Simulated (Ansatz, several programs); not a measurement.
SnSe in the h-MgO-type structure, relaxed with PBE in Ansatz (plane waves, PAW): space group P6_3/mmc (No. 194), hexagonal; a = 5.100 Å, c = 6.125 Å in the conventional setting, 34.49 Å³ an atom. Sn is surrounded by 5 Se at 2.94–3.06 Å; Se is surrounded by 5 Sn at 2.94–3.06 Å. The cell was then scaled with its shape and fractional coordinates held, which makes it stiffer than a relaxed compression. The structure was generated, not taken from experiment, and needn't be the ground state; spin polarisation is off.

```tsv
V (Å³/atom)	E (meV/atom)
32.416	16.08
34.485	0.00
35.520	3.39
36.555	12.97
```

(1) Pass a cubic E = c₀ + c₁u + c₂u² + c₃u³, with u = V − 34.744 Å³, through these points.

(2) Where is the minimum, and what bulk modulus follows?

(3) Predict the energy and the pressure at the withheld volume, 33.451 Å³.

Results:

(1) c₀ = 0.21, c₁ = +1.663, c₂ = 3.266, c₃ = -0.1618 (meV and Å³).

(2) dE/du = 0 at u = -0.250, so V₀ = 34.49 Å³. B = V₀ d²E/dV² = 34.49 × (2c₂ + 6c₃u) = 34.49 × 6.775 = 234 meV/Å³, and 1 meV/Å³ is 0.16022 GPa: 37 GPa. A third-order Birch-Murnaghan fit to all five points gives 34.49 Å³ and 37 GPa.

(3) With u = -1.293: E ≈ 3.87 meV and P = −dE/dV ≈ +1.22 GPa. The run gives 3.83 meV and, from its stress, +1.21 GPa.
